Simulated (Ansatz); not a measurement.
Crystal: Bi.

```xyz
2
Lattice="3.2384 0.0000 0.0000 0.0000 3.2216 0.0000 -0.0805 0.0000 6.4439" Properties=species:S:1:pos:R:3 pbc="T T T"
Bi    1.7022    0.0000    4.8302
Bi    1.4558    0.0000    1.6137
```

This isn't the form of Bi at room conditions, which is rhombohedral.

```yaml
Program: Ansatz 0.2.0
Task: single point
Functional: PBE
Potentials_or_basis: all-electron LAPW, scalar-relativistic
Cutoff: 188 eV (chosen from the basis error)
Basis_error_allowed: 0.001 eV/atom
k_mesh: 8 × 8 × 4
Occupations: fermi-dirac, width 0.05 eV
Spin: no spin polarisation
```

On this cell: pressure 2.2 GPa; largest force 0.017 eV/Å; band gap on the k mesh none (metal or under the smearing width).

The same run follows on a disturbed copy (atoms moved at random, drawn with an rms of 0.05 Å):

```
Bi
1.0
     3.23838    0.00000    0.00000
     0.00000    3.22164    0.00000
    -0.08045    0.00000    6.44389
Bi
2
Direct
  0.55534 0.00070 0.75028
  0.45838 0.01271 0.24141
```

Question: What changes?

Answer: The energy (extrapolated to zero smearing) moves by +0.2 meV/atom; pressure 2.2 GPa; largest force 0.063 eV/Å; band gap on the k mesh none (metal or under the smearing width).

Forces in eV/Å, atoms in the order of the input:
```
Bi   0.006  0.000 -0.063
Bi  -0.006  0.000  0.063
```

Stress tensor (GPa, compression positive):
```
 2.08  0.00  0.03
 0.00  2.78 -0.01
 0.03 -0.01  1.74
```

Caveats: spin-orbit coupling is left out, which moves the levels of the heavy elements.
